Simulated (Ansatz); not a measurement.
Zincblende MgTe, relaxed with r2SCAN. The symmetry is F-43m (No. 216, cubic); a = 6.466 Å in the conventional setting, 33.80 Å³ an atom. Around Mg lie 4 Te at 2.80 Å; around Te lie 4 Mg at 2.80 Å.

The questions ask for values computed with Ansatz on this geometry. No magnetic order. The prototype was imposed, so other structures may be more stable.

Problem. Is there a gap with PBE, and of what kind?

Solution. With PBE the gap is 2.42 eV and direct, at Γ.

Problem. Estimate the gap with PBE+SOC on 8×8×8.

Solution. With PBE+SOC the gap is 2.15 eV and direct, at Γ. The gap differs by -0.27 eV from PBE's.

Problem. Estimate the gap with r2SCAN on 8×8×8.

Solution. The r2SCAN gap is direct at Γ: 3.10 eV. The gap differs by +0.68 eV from PBE's.

Problem. How does the gap change from PBE to HSE06 (6×6×6)?

Solution. HSE06 gives a direct gap of 3.27 eV at Γ. The gap differs by +0.85 eV from PBE's.

Problem. What does PBE0 give for the gap (6×6×6 mesh)?

Solution. With PBE0 the gap is 3.90 eV and direct, at Γ. The gap differs by +1.48 eV from PBE's.

Problem. What does G0W0@PBE with 201 empty bands, a screening cutoff of 120 eV and a 4×4×4 mesh give?

Solution. 3.60 eV (PBE's gap over the path plus the quasiparticle shift read on the mesh). Over the mesh points the PBE gap of 2.41 eV becomes a quasiparticle gap of 3.60 eV (direct at Γ), a change of +1.19 eV. Renormalisation factors Z lie between 0.75 and 0.80. G0W0 values are finite-basis, finite-mesh values.

Problem. Roughly how does the cost of the HSE06 run (6×6×6) compare with r2SCAN's (8×8×8)?

Solution. About 12 times as much (100 core-seconds against 9 core-seconds, on 2 threads of Arm Neoverse V2, on a shared host).

Problem. How do the levels compare, in gap and in cost?

Solution. Taking G0W0@PBE (201 empty bands, 120 eV, 4×4×4), 3.60 eV, as the yardstick (a computed one, not at the basis limit), PBE0 comes nearest, +0.30 eV off, at about 12 times r2SCAN's cost; G0W0 itself took about 7 times r2SCAN's cost. The others: HSE06 -0.33, r2SCAN -0.50, PBE -1.18 eV. The yardstick's own error is a tenth of an eV or more. r2SCAN covers 81 % of the step from PBE to HSE06, while HSE06 needs about 12 times r2SCAN's cost (on a coarser mesh). Spin-orbit coupling moves the least or the direct gap by up to 0.26 eV, so it has to be included where a tenth of an eV counts. Among these functionals the gap stays direct.

Only the levels marked +SOC include spin-orbit coupling.
